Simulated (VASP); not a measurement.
The system is La.

```
CELL_PARAMETERS angstrom
3.75000 0.00000 0.00000
-1.87500 3.24760 0.00000
0.00000 0.00000 6.07000
ATOMIC_POSITIONS crystal
La 0.66667 0.33333 0.75000
La 0.33333 0.66667 0.25000
```

This isn't the form of La at room conditions, which is double hcp.

| Quantity | Value |
| --- | --- |
| Program | VASP 6.6.1 |
| Task | single point |
| Functional | LDA |
| Potentials or basis | VASP PAW LDA potentials, release 64 (La) |
| Cutoff | 900 eV |
| k mesh | 20 × 20 × 11 |
| Occupations | fermi-dirac, width 0.1 eV |
| Spin | no spin polarisation |

On this cell: pressure -2.9 GPa; largest force under 0.003 eV/Å; band gap on the k mesh none (metal or under the smearing width).

The same run follows on a disturbed copy (grid = ENCUT=900 k=20x20x11 ISMEAR=-1 SIGMA=0.1 PREC=Accurate EDIFF=1e-08 LREAL=False ADDGRID=False LASPH=True; atoms moved at random, drawn with an rms of 0.1 Å):

```
CELL_PARAMETERS angstrom
3.75000 0.00000 0.00000
-1.87500 3.24760 0.00000
0.00000 0.00000 6.07000
ATOMIC_POSITIONS crystal
La 0.65276 0.32192 0.73828
La 0.31574 0.66204 0.26766
```

Problem. What does the disturbed cell give?

Solution. The energy (extrapolated to zero smearing) moves by +9.1 meV/atom; pressure -2.8 GPa; largest force 0.224 eV/Å; band gap on the k mesh none (metal or under the smearing width).

Forces on the atoms (eV/Å):
```
La  -0.008  0.006  0.224
La   0.008 -0.006 -0.224
```

Stress tensor (GPa, compression positive):
```
-2.89  0.02 -0.02
 0.02 -2.84  0.02
-0.02  0.02 -2.56
```
